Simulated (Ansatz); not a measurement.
## SnO$_{2}$: strain energy, fitted

SnO$_{2}$, P4_2/mnm, a = 4.760 Å, c = 3.201 Å. Ansatz: r2SCAN, PAW, 500 eV, Γ-centred 6×6×8 mesh on 6 atoms, Gaussian smearing 0.02 eV; no spin polarisation. Series: strain along c alone, the other axes held, atoms relaxed; x is the strain in per cent. y is the free energy over the unstrained cell, V0 = 12.086 Å³/atom.

```tsv
x (%)	y (meV/atom)
-6.0	67.26
-4.0	28.73
-2.0	6.90
0.0	0.00
2.0	?
4.0	24.15
6.0	51.88
```

Q: Fit y = c2 x² + c3 x³ to the other rows, turn c2 into a modulus, and predict the missing energy.

A: Least squares on the rows shown. y = 1.6544 x² − 0.035616 x³. In eV per unit strain² c2 is 16.54; this is C33 with relaxed ions (E = ½ C33 V0 ε²): 2 × 16.54 × 160.2 / (12.086) = 439 GPa. At x = 2.0 the fit asked for gives 6.33 meV/atom. The run gave 6.31 meV/atom, so the fit is 0.02 meV/atom too high, within the rms miss on the fitted rows (0.02 meV/atom).